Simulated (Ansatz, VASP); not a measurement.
**BP, level by level in two programs**

```
P B
1.0
     0.00000    2.31350    2.31350
     2.31350    0.00000    2.31350
     2.31350    2.31350    0.00000
P B
1 1
Direct
  0.75000 0.75000 0.75000
  0.00000 0.00000 0.00000
```

Single points on this cell with VASP 6.6.1 and Ansatz 0.2.0. Each row is one pair of runs. Alike in all rows: spin: off; k mesh: 10 × 10 × 10; smearing: fermi-dirac, width 0.05 eV; VASP's potentials, cutoff: VASP PAW PBE potentials, release 64 (P, B), 520 eV.

```csv
level,"Ansatz's potentials, cutoff","gap on the k mesh at the Fermi level (eV), VASP","gap on the k mesh at the Fermi level (eV), Ansatz","least direct gap on the mesh (eV), VASP","least direct gap on the mesh (eV), Ansatz","pressure (GPa), VASP","pressure (GPa), Ansatz"
r2SCAN+D4,"Ansatz PAW, 500 eV",1.52,?,3.56,?,-11.0,?
PBEsol,"Ansatz PAW, 420 eV",1.20,1.21,3.28,3.28,-10.3,-10.4
PBE+D3(BJ),"Ansatz PAW, 420 eV",1.32,1.32,3.32,3.32,-11.7,-11.5
```

Fill in what Ansatz gave in row 1.

gap on the k mesh at the Fermi level (eV): 1.49; least direct gap on the mesh (eV): 3.52; pressure (GPa): -10.5.

Caveats: the PAW data sets were made with another functional, which shifts forces and pressure a little (VASP); the PAW data sets come from PBE, with cores solved anew for the run's functional, which leaves a small shift of forces and pressure (Ansatz).
